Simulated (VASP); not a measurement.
# ZrSe2 in VASP: notebook

One slab, ZrSe2, is run at these levels: PBE+D3(BJ), LDA; tasks: band structure.

Program: VASP 6.6.1. These are calculated values, not measurements. Logs are shortened: lines on timing, memory, paths and dates and some standing lists are left out, and cuts for length are marked.

### 1 The structure

The cell holds a slab with vacuum, 6 atoms: a = 3.748 Å, b = 3.748 Å, c = 27.288 Å, α = 90.00°, β = 90.00°, γ = 120.00°.

### 2 Band structure, PBE+D3(BJ)

INCAR reads:

```
SYSTEM = ZrSe2
ALGO     = Normal         ! electronic algorithm
DIPOL    = 0.5 0.5 0.500
EDIFF    = 1E-6           ! SCF threshold, eV
ENCUT    = 520            ! plane-wave cutoff, eV
GGA      = PE             ! functional
IDIPOL   = 3            
ISIF     = 2              ! what is computed and relaxed
ISMEAR   = 0              ! smearing method
IVDW     = 12             ! dispersion correction
KPAR     = 2            
LASPH    = .True.         ! aspherical terms in the spheres
LCHARG   = .False.        ! write CHGCAR
LDIPOL   = .True.       
LMAXMIX  = 4              ! l up to which the mixer works
LREAL    = .False.        ! projectors in reciprocal space
LVACPOTAV= .True.       
LVHAR    = .True.       
LWAVE    = .False.        ! write WAVECAR
NBANDS   = 33             ! bands
NELM     = 80             ! most SCF steps
PREC     = Accurate       ! precision mode
SIGMA    = 0.03           ! smearing width, eV
```

KPOINTS reads:

```
k-points
0
Gamma
  9 9 1
  0 0 0
```

POSCAR reads:

```
ZrSe2                                   
1.0
    3.7482233476      0.0000000000      0.0000000000
   -1.8741116738      3.2460566346      0.0000000000
    0.0000000000      0.0000000000     27.2880000000
  Se              Zr            
     4     2
Direct
     0.6666666699999979    0.3333333300000021    0.3304647046665417
     0.3333333300000021    0.6666666699999979    0.4474855965850323
     0.6666666699999979    0.3333333300000021    0.5525144034149677
     0.3333333300000021    0.6666666699999979    0.6695352953334583
     0.0000000000000000    0.0000000000000000    0.3890422897987669
     0.0000000000000000    0.0000000000000000    0.6109577102012330
```

KPOINTS_OPT reads:

```
explicit points
67
Reciprocal
 0.0000000000  0.0000000000  0.0000000000 1
 0.0357142900  0.0000000000  0.0000000000 1
 0.0714285700  0.0000000000  0.0000000000 1
 0.1071428600  0.0000000000  0.0000000000 1
 0.1428571400  0.0000000000  0.0000000000 1
 0.1785714300  0.0000000000  0.0000000000 1
 0.2142857100  0.0000000000  0.0000000000 1
 0.2500000000  0.0000000000  0.0000000000 1
 0.2857142900  0.0000000000  0.0000000000 1
 0.3214285700  0.0000000000  0.0000000000 1
 0.3571428600  0.0000000000  0.0000000000 1
 0.3928571400  0.0000000000  0.0000000000 1
 0.4285714300  0.0000000000  0.0000000000 1
 0.4642857100  0.0000000000  0.0000000000 1
 0.5000000000  0.0000000000  0.0000000000 1
 0.4791666700  0.0416666700  0.0000000000 1
 0.4583333300  0.0833333300  0.0000000000 1
 0.4375000000  0.1250000000  0.0000000000 1
 0.4166666700  0.1666666700  0.0000000000 1
 0.3958333300  0.2083333300  0.0000000000 1
 0.3750000000  0.2500000000  0.0000000000 1
 0.3541666700  0.2916666700  0.0000000000 1
 0.3333333300  0.3333333300  0.0000000000 1
 0.3137254900  0.3137254900  0.0000000000 1
 0.2941176500  0.2941176500  0.0000000000 1
 0.2745098000  0.2745098000  0.0000000000 1
 0.2549019600  0.2549019600  0.0000000000 1
 0.2352941200  0.2352941200  0.0000000000 1
 0.2156862700  0.2156862700  0.0000000000 1
 0.1960784300  0.1960784300  0.0000000000 1
 0.1764705900  0.1764705900  0.0000000000 1
 0.1568627500  0.1568627500  0.0000000000 1
 0.1372549000  0.1372549000  0.0000000000 1
 0.1176470600  0.1176470600  0.0000000000 1
 0.0980392200  0.0980392200  0.0000000000 1
 0.0784313700  0.0784313700  0.0000000000 1
 0.0588235300  0.0588235300  0.0000000000 1
 0.0392156900  0.0392156900  0.0000000000 1
 0.0196078400  0.0196078400  0.0000000000 1
 0.0000000000  0.0000000000  0.0000000000 1
 0.0000000000  0.0000000000  0.0000000000 1
 0.0072536500 -0.0036268200  0.0000000000 1
-0.0072536500  0.0036268200  0.0000000000 1
 0.0211564700 -0.0105782300  0.0000000000 1
-0.0211564700  0.0105782300  0.0000000000 1
 0.0000000000  0.0062818400  0.0000000000 1
-0.0000000000 -0.0062818400  0.0000000000 1
 0.0000000000  0.0183220400  0.0000000000 1
-0.0000000000 -0.0183220400  0.0000000000 1
 0.5000000000  0.0000000000  0.0000000000 1
 0.5072536500 -0.0036268200  0.0000000000 1
 0.4927463500  0.0036268200  0.0000000000 1
 0.5211564700 -0.0105782300  0.0000000000 1
 0.4788435300  0.0105782300  0.0000000000 1
 0.5000000000  0.0062818400  0.0000000000 1
 0.5000000000 -0.0062818400  0.0000000000 1
 0.5000000000  0.0183220400  0.0000000000 1
 0.5000000000 -0.0183220400  0.0000000000 1
 0.3333333300  0.3333333300  0.0000000000 1
 0.3405869800  0.3297065100  0.0000000000 1
 0.3260796800  0.3369601500  0.0000000000 1
 0.3544898000  0.3227551000  0.0000000000 1
 0.3121768600  0.3439115600  0.0000000000 1
 0.3333333300  0.3396151700  0.0000000000 1
 0.3333333300  0.3270514900  0.0000000000 1
 0.3333333300  0.3516553700  0.0000000000 1
 0.3333333300  0.3150112900  0.0000000000 1
```

Potentials or basis: VASP PAW PBE potentials, release 64 (Se, Zr_sv).

On the command line:

```bash
$ cat potpaw_PBE.64/Se/POTCAR potpaw_PBE.64/Zr_sv/POTCAR > POTCAR
$ mpirun -np 2 vasp_std > vasp.out
```

OUTCAR:

```text
SYSTEM = ZrSe2
   EDIFF = 1E-6
   ENCUT = 520
   GGA = PE
   ISIF = 2
   ISMEAR = 0
   IVDW = 12
   LASPH = .True.
   LREAL = .False.
   NELM = 80
   PREC = Accurate
 IVDW          = 12

 ion  position               nearest neighbor table
   1  0.667  0.333  0.330-   5 2.69   5 2.69   5 2.69
   2  0.333  0.667  0.447-   5 2.69   5 2.69   5 2.69
   3  0.667  0.333  0.553-   6 2.69   6 2.69   6 2.69
   4  0.333  0.667  0.670-   6 2.69   6 2.69   6 2.69
   5  0.000  0.000  0.389-   2 2.69   2 2.69   2 2.69   1 2.69   1 2.69   1 2.69
   6  0.000  0.000  0.611-   3 2.69   3 2.69   3 2.69   4 2.69   4 2.69   4 2.69

  LATTYP: Found a hexagonal cell.
 ALAT       =     3.7482233476
 C/A-ratio  =     7.2802491926

  Lattice vectors:

 A1 = (   3.7482233476,   0.0000000000,   0.0000000000)
 A2 = (  -1.8741116738,   3.2460566346,   0.0000000000)
 A3 = (   0.0000000000,   0.0000000000,  27.2880000000)

Analysis of symmetry for initial positions (statically):
=====================================================================
 Subroutine PRICEL returns:
 Original cell was already a primitive cell.

 Routine SETGRP: Setting up the symmetry group for a
 hexagonal supercell.

 Subroutine GETGRP returns: Found 12 space group operations
 (whereof 12 operations were pure point group operations)
 out of a pool of 24 trial point group operations.

The static configuration has the point symmetry D_3d.

Analysis of symmetry for dynamics (positions and initial velocities):
=====================================================================
 Subroutine PRICEL returns:
 Original cell was already a primitive cell.

 Routine SETGRP: Setting up the symmetry group for a
 hexagonal supercell.

 Subroutine GETGRP returns: Found 12 space group operations
 (whereof 12 operations were pure point group operations)
 out of a pool of 24 trial point group operations.

The dynamic configuration has the point symmetry D_3d.

 Subroutine INISYM returns: Found 12 space group operations
 (whereof 12 operations are pure point group operations),
 and found     1 'primitive' translations

----------------------------------------------------------------------------------------

                                     Primitive cell

  volume of cell :     332.0116

  direct lattice vectors                    reciprocal lattice vectors
     3.748223348  0.000000000  0.000000000     0.266793066  0.154033049  0.000000000
    -1.874111674  3.246056635  0.000000000     0.000000000  0.308066098  0.000000000
     0.000000000  0.000000000 27.288000000     0.000000000  0.000000000  0.036646145

  length of vectors
     3.748223348  3.748223345 27.288000000     0.308066097  0.308066098  0.036646145

  position of ions in fractional coordinates (direct lattice)
     0.666666670  0.333333330  0.330464705
     0.333333330  0.666666670  0.447485597
     0.666666670  0.333333330  0.552514403
     0.333333330  0.666666670  0.669535295
     0.000000000  0.000000000  0.389042290
     0.000000000  0.000000000  0.610957710

  ion indices of the primitive-cell ions
   primitive index   ion index
                 1           1
                 2           2
                 3           3
                 4           4
                 5           5
                 6           6

----------------------------------------------------------------------------------------

 KPOINTS: k-points

Automatic generation of k-mesh.
 Grid dimensions read from file:
 generate k-points for:    9    9    1
[... 21 lines left out ...]
  0.000000  0.000000  0.000000      1.000000
  0.111111  0.000000  0.000000      6.000000
  0.222222  0.000000  0.000000      6.000000
  0.333333  0.000000  0.000000      6.000000
  0.444444  0.000000  0.000000      6.000000
  0.111111  0.111111  0.000000      6.000000
  0.222222  0.111111  0.000000     12.000000
  0.333333  0.111111  0.000000     12.000000
  0.444444  0.111111  0.000000      6.000000
  0.222222  0.222222  0.000000      6.000000
  0.333333  0.222222  0.000000     12.000000
  0.333333  0.333333  0.000000      2.000000
   k-points           NKPTS =     12   k-points in BZ     NKDIM =     12   number of bands    NBANDS=     33
   number of dos      NEDOS =    301   number of ions     NIONS =      6
   total plane-waves  NPLWV = 164640
   dimension x,y,z NGX =    28 NGY =   28 NGZ =  210
   dimension x,y,z NGXF=    56 NGYF=   56 NGZF=  420
   ions per type =               4   2
   NGX,Y,Z   is equivalent  to a cutoff of  12.42, 12.42, 12.79 a.u.
   NGXF,Y,Z  is equivalent  to a cutoff of  24.84, 24.84, 25.59 a.u.
 SYSTEM =  ZrSe2
   PREC   = accura    normal or accurate (medium, high low for compatibility)
   ISTART =      0    job   : 0-new  1-cont  2-samecut
   ICHARG =      2    charge: 1-file 2-atom 10-const
   ISPIN  =      1    spin polarized calculation?
   LNONCOLLINEAR =      F non collinear calculations
   LSORBIT =      F    spin-orbit coupling
   LASPH  =      T    aspherical Exc in radial PAW
   ENCUT  =  520.0 eV  38.22 Ry    6.18 a.u.   6.97  6.97 50.74*2*pi/ulx,y,z
   NELM   =     80;   NELMIN=  2; NELMDL= -5     # of ELM steps
   EDIFF  = 0.1E-05   stopping-criterion for ELM
   LREAL  =      F    real-space projection
   EDIFFG = 0.1E-04   stopping-criterion for IOM
   NSW    =      0    number of steps for IOM
   IBRION =     -1    ionic relax: 0-MD 1-quasi-New 2-CG
   NFREE  =      0    steps in history (QN), initial steepest desc. (CG)
   ISIF   =      2    stress and relaxation
   ISYM   =      2    0-nonsym 1-usesym 2-fastsym
   POTIM  = 0.5000    time-step for ionic-motion
   TEBEG  =    0.0;   TEEND  =   0.0 temperature during run
   PSTRESS=    0.0 pullay stress
   NELECT =      48.0000    total number of electrons
   NUPDOWN=      -1.0000    fix difference up-down
   EMIN   =  10.00;   EMAX   =-10.00  energy-range for DOS
   EFERMI =   0.00;   METHOD = LEGACY
   ISMEAR =     0;   SIGMA  =   0.03  broadening in eV -4-tet -1-fermi 0-gaus
   EFERMI_NEDOS =   21; number of points for ismear=-14 and -15
   IALGO  =     38    algorithm
   IMIX   =      4    mixing-type and parameters
     AMIX     =   0.40;   BMIX     =  1.00
     AMIX_MAG =   1.60;   BMIX_MAG =  1.00
  volume/ion in A,a.u.               =      55.34       373.42
  Fermi-wavevector in a.u.,A,eV,Ry     =   0.859220  1.623690 10.044613  0.738258
  Thomas-Fermi vector in A             =   1.976542
   LORBIT       =      0    0 simple, 1 ext, 2 COOP (PROOUT), +10 PAW based schemes
   GGA     = PE    functional components
   LHFCALC =     F    Hartree Fock is set to
   AEXX    =    0.0000 exact exchange contribution
   IVDW    =    12    specifies the selected vdW correction
   LEPSILON=     F    determine dielectric tensor
   LRPA    =     F    only Hartree local field effects (RPA)
 non-spin polarized calculation
 Gauss-broadening in eV      SIGMA  =   0.03
  energy-cutoff  :      520.00
  volume of cell :      332.01
 maximum number of plane-waves:      8981
 NGX is ok and might be reduce to    28
   NGX = 13   NGY = 13   NGZ =101

 dipolmoment           0.000000      0.000000     -0.000000 electrons x Angstroem

 number of electron      47.9999999 magnetization

 dipolmoment           0.000000      0.000000      0.000000 electrons x Angstroem

 Free energy of the ion-electron system (eV)
  ---------------------------------------------------
  ext. energy  EPLUGINS =         0.00000000
  ---------------------------------------------------
  free energy    TOTEN  =       -39.11966499 eV

  energy without entropy =      -39.11966499  energy(sigma->0) =      -39.11966499

 E-fermi :  -0.8160     XC(G=0):  -4.7119

 val. band max:       -0.9418194125   @ k =   0.0000   0.0000   0.0000
 cond. band min:      -0.6462157785   @ k =   0.4444   0.0000   0.0000
 fundamental gap:      0.2956036340
 Fermi energy:        -0.8160305485

 k-point     1 :       0.0000    0.0000    0.0000
  band No.  band energies     occupation
      1     -50.4066      2.00000
      2     -50.4066      2.00000
      3     -28.4578      2.00000
      4     -28.4576      2.00000
      5     -28.3405      2.00000
      6     -28.3405      2.00000
[... 421 lines left out ...]
     32       3.2662      0.00000
     33       3.7675      0.00000

------------------------ aborting loop because EDIFF is reached ----------------------------------------

 Edisp (eV)   -2.01134

 E8    (eV) :    -0.9350

  FORCE on cell =-STRESS in cart. coord.  units (eV):
  Direction    XX          YY          ZZ          XY          YZ          ZX
  --------------------------------------------------------------------------------------
  -------------------------------------------------------------------------------------
  Total      -0.02285    -0.02285    -0.04500     0.00000     0.00000    -0.00000
  in kB      -0.11025    -0.11025    -0.21715     0.00000     0.00000    -0.00000
  external pressure =       -0.15 kB  Pullay stress =        0.00 kB

 VOLUME and BASIS-vectors are now :
 -----------------------------------------------------------------------------
  energy-cutoff  :      520.00
  volume of cell :      332.01
      direct lattice vectors                 reciprocal lattice vectors
     3.748223348  0.000000000  0.000000000     0.266793066  0.154033049  0.000000000
    -1.874111674  3.246056635  0.000000000     0.000000000  0.308066098  0.000000000
     0.000000000  0.000000000 27.288000000     0.000000000  0.000000000  0.036646145

 POSITION                                       TOTAL-FORCE (eV/Angst)
 -----------------------------------------------------------------------------------
      1.87411      1.08202      9.01772         0.000000     -0.000000      0.001799
     -0.00000      2.16404     12.21099        -0.000000      0.000000     -0.000485
      1.87411      1.08202     15.07701         0.000000      0.000000      0.000485
     -0.00000      2.16404     18.27028         0.000000      0.000000     -0.001799
      0.00000      0.00000     10.61619        -0.000000     -0.000000      0.000123
      0.00000      0.00000     16.67181        -0.000000      0.000000     -0.000123
 -----------------------------------------------------------------------------------
    total drift:                               -0.000000      0.000000      0.000000

  FREE ENERGIE OF THE ION-ELECTRON SYSTEM (eV)
  ---------------------------------------------------
  free  energy   TOTEN  =       -41.1310054570 eV

  energy  without entropy=      -41.1310054569  energy(sigma->0) =      -41.13100546

 vacuum level on the upper side and lower side of the slab         4.551         4.551
```

Run time: 3.8 min. Hardware: 2 MPI ranks of Intel Xeon 6975P-C (Granite Rapids), shared host; peak memory 0.45 GiB.

What came out:

* Free energy: -41.1310 eV
* Band gap on the k mesh: 0.30 eV, indirect (least direct gap 1.05 eV)
* Band gap along the path: 0.27 eV, indirect (least direct gap 1.05 eV)
* Dispersion energy per atom: -0.335 eV
* Ionisation potential of the upper face: 5.49 eV

### 3 Band structure, PBE+D3(BJ), spin-orbit coupling, no magnetisation

INCAR: that of step 2 with these lines changed.

```diff
@@ -6,2 +6,3 @@
 GGA      = PE             ! functional
+GGA_COMPAT= .False.      
 IDIPOL   = 3            
@@ -15,3 +16,5 @@
 LMAXMIX  = 4              ! l up to which the mixer works
+LORBIT   = 11             ! projections on sites
 LREAL    = .False.        ! projectors in reciprocal space
+LSORBIT  = .True.         ! spin-orbit coupling
 LVACPOTAV= .True.       
@@ -19,3 +22,4 @@
 LWAVE    = .False.        ! write WAVECAR
-NBANDS   = 33             ! bands
+MAGMOM   = 0 0 0 0 0 0 0 0 0 0 0 0 0 0 0 0 0 0 ! initial moments
+NBANDS   = 66             ! bands
 NELM     = 80             ! most SCF steps
```

KPOINTS is that of step 2.

POSCAR is that of step 2.

KPOINTS_OPT is that of step 2.

Potentials or basis: VASP PAW PBE potentials, release 64 (Se, Zr_sv).

On the command line:

```bash
$ cat potpaw_PBE.64/Se/POTCAR potpaw_PBE.64/Zr_sv/POTCAR > POTCAR
$ mpirun -np 2 vasp_ncl > vasp.out
```

Run time: 22 min. Hardware: 2 MPI ranks of Intel Xeon 6975P-C (Granite Rapids), shared host; peak memory 1.3 GiB.

Results (log left out):

```yaml
Free_energy: -41.3524 eV
Largest_force: 0.004 eV/Å
Valence_electrons_inside_the_program's_atomic_spheres: Se 3.89; Zr 9.65
Dispersion_energy_per_atom: -0.335 eV
Work_function_of_the_upper_face: 5.27 eV
Work_function_of_the_lower_face: 5.27 eV
```

Forces on the atoms (eV/Å):
```
Se   0.000  0.000 -0.002
Se   0.000  0.000  0.004
Se   0.000  0.000 -0.004
Se   0.000  0.000  0.002
Zr   0.000  0.000  0.000
Zr   0.000  0.000  0.000
```

(Part 1 of 2 ends here.)
